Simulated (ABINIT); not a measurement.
## InP: band structure with TB-mBJ

**What was measured.**

From a printed reference work, data compilation, for a bulk crystal of InP at 1.6 K: band gap 1.4236 eV (direct).

Crystal: InP.

```
CELL_PARAMETERS angstrom
0.00000 2.93050 2.93050
2.93050 0.00000 2.93050
2.93050 2.93050 0.00000
ATOMIC_POSITIONS crystal
In 0.00000 0.00000 0.00000
P 0.75000 0.75000 0.75000
```

* Program: ABINIT 10.8.3 (patched build)
* Task: band structure
* Functional: TB-mBJ
* Potentials or basis: JTH PAW LDA v2.0
* Cutoff: 707 eV
* k mesh: 8 × 8 × 8
* Occupations: fermi-dirac, width 0.05 eV
* Spin: no spin polarisation
* Fine-grid cutoff: 1306.15 eV

- Band gap on the k mesh: 1.56 eV, direct
- Band gap along the path: 1.56 eV, direct
- Valence electrons inside the program's atomic spheres: In 11.20; P 1.55

Levels at the corners of the path, in eV from the valence-band top:
```csv
point,band 5,band 6,band 7,band 8,band 9,band 10,band 11,band 12,band 13,band 14
Γ,-14.26,-11.37,0.00,0.00,0.00,1.56,4.65,4.65,4.65,9.59
X,-14.22,-9.09,-5.45,-2.19,-2.19,2.51,2.89,9.99,10.40,10.40
W,-14.24,-9.02,-5.30,-2.75,-2.68,4.88,4.90,6.24,6.82,11.01
K,-14.24,-9.10,-5.30,-3.06,-1.83,3.04,4.96,8.06,8.16,9.05
Γ,-14.26,-11.37,0.00,0.00,0.00,1.56,4.65,4.65,4.65,9.59
L,-14.25,-9.72,-5.41,-0.92,-0.92,2.21,5.34,5.34,8.05,10.34
U,-14.24,-9.10,-5.30,-3.06,-1.83,3.04,4.96,8.06,8.16,9.05
W,-14.24,-9.02,-5.30,-2.75,-2.68,4.88,4.90,6.24,6.82,11.01
L,-14.25,-9.72,-5.41,-0.92,-0.92,2.21,5.34,5.34,8.05,10.34
K,-14.24,-9.10,-5.30,-3.06,-1.83,3.04,4.96,8.06,8.16,9.05
```

Run time: 8.4 min on 1 thread of Intel(R) Xeon(R) Platinum 8259CL CPU @ 2.50GHz (Skylake/Cascade Lake), with other jobs on the host, peak memory 0.19 GiB.

Against the measured gap of InP, 1.4236 eV (direct; 1.6 K; a printed reference work, data compilation), the calculated 1.56 eV is off by +0.14 eV. Spin-orbit coupling on In is left out. The value is that of TB-mBJ, without temperature or zero-point motion.

Caveat: the constant c of TB-mBJ comes from the pseudo density here, which moves gaps by up to 0.3 eV between sets of potentials; spin-orbit coupling is left out, which moves the levels of the heavy elements.
